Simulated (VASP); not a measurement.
A run of VASP 6.6.1 is set up as follows.

Contents of INCAR:

```
ALGO     = Normal         # electronic algorithm
EDIFF    = 1E-6           # SCF threshold, eV
ENCUT    = 520            # plane-wave cutoff, eV
GGA      = PE             # functional
ISIF     = 2              # what is computed and relaxed
ISMEAR   = 0              # smearing method
IVDW     = 12             # dispersion correction
LASPH    = True           # aspherical terms in the spheres
LCHARG   = False          # write CHGCAR
LREAL    = False          # projectors in reciprocal space
LWAVE    = False          # write WAVECAR
NBANDS   = 11             # bands
NELM     = 100            # most SCF steps
PREC     = Accurate       # precision mode
SIGMA    = 0.1            # smearing width, eV
```

Contents of KPOINTS:

```
k-points
0
Gamma
  21 21 12
```

The input POSCAR:

```
C
1.0
    2.4277562788      0.0000000000      0.0000000000
   -1.2138781394      2.1024986116      0.0000000000
    0.0000000000      0.0000000000      3.5582256244
C
2
Direct
    0.3333333333      0.6666666667      0.0000000000
    0.6666666667      0.3333333333      0.0000000000
```

Potentials or basis: VASP PAW PBE potentials, release 64 (C).

Run with:

```bash
$ cat potpaw_PBE.64/C/POTCAR > POTCAR
$ mpirun -np 1 vasp_std > vasp.out
```

(1) Predict the pressure.

(2) Predict the band gap on the k mesh.

(3) What does it give for the dispersion energy per atom?

Results:

(1) 13.8 GPa.

(2) none (metal or under the smearing width).

(3) -0.145 eV.
